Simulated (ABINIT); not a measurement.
Runs of ABINIT 10.8.3 (patched build) on GaAs. The structure is cubic, space group F-43m (No. 216). The conventional cell has a = 5.654 Å, b = 5.654 Å, c = 5.654 Å, α = 90.00°, β = 90.00°, γ = 90.00°. As (site symmetry -43m) is surrounded by 4 Ga at 2.45 Å. Ga (site symmetry -43m) has 4 As at 2.45 Å as nearest neighbours. 

```csv
task,potentials or basis,cutoff (eV),fine-grid cutoff,gap on the mesh (eV),pressure (GPa)
single point,Ansatz NC r2SCAN,1469,-,(b),0.5
single point,PseudoDojo NC SR PBE v0.4.1 standard,1361,-,(a),-0.5
single point,SG15 NC PBE v1.2,2014,-,0.59,0.3
single point,"Ansatz PAW PBE default generated set, frozen core",490,979.61 eV,1.01,0.4
```

Alike in all rows: level r2SCAN; no spin polarisation; cell as given; k mesh 8 × 8 × 8; smearing fermi-dirac 0.05 eV.

Q: Fill in the values left out.

A: (a) 0.71; (b) 1.02.

Caveats: the potentials were made for another functional, which shifts forces and pressure (some runs); a meta-GGA on potentials with a model core is unreliable (some runs); the PAW data sets were made with another functional, which shifts forces and pressure a little (some runs); the atomic spheres overlap (some runs).

A k mesh can miss the band edges, and the runs leave out spin-orbit coupling on As, Ga.

The runs don't all hold the same shells in valence.
